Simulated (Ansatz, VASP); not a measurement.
**BaZrO3: VASP beside Ansatz**

```
Ba Zr O
1.0
     4.16429    0.00000    0.00000
     0.00000    4.16429    0.00000
     0.00000    0.00000    4.16429
Ba Zr O
1 1 3
Direct
  0.00000 0.00000 0.00000
  0.50000 0.50000 0.50000
  0.00000 0.50000 0.50000
  0.50000 0.00000 0.50000
  0.50000 0.50000 0.00000
```

Alike in both runs: functional PBEsol; k mesh 4 × 4 × 4; no spin polarisation.

Ansatz relaxed the structure, and its values are those at the end. VASP's run is a single point on that final structure, the one shown.

```csv
,VASP,Ansatz
version,VASP 6.6.1,Ansatz 0.2.0
potentials or method,"VASP PAW PBE potentials, release 64 (Ba_sv, Zr_sv, O)","PAW with Ansatz's default frozen-core files, scalar-relativistic"
plane-wave cutoff (eV),520,420
occupations,"gaussian, width 0.01 eV",fixed
valence electrons in the cell,40,40
```

|  | VASP | Ansatz | Ansatz less VASP |
| --- | --- | --- | --- |
| gap on the k mesh at the Fermi level (eV) | 3.14 | 3.19 | +0.053 |
| pressure (GPa) | 3.2 | 2.0 | -1.23 |

Caveats: the PAW data sets were made with another functional, which shifts forces and pressure a little (VASP); spin-orbit coupling is left out, which moves the levels of the heavy elements. A k mesh can miss the band edges.
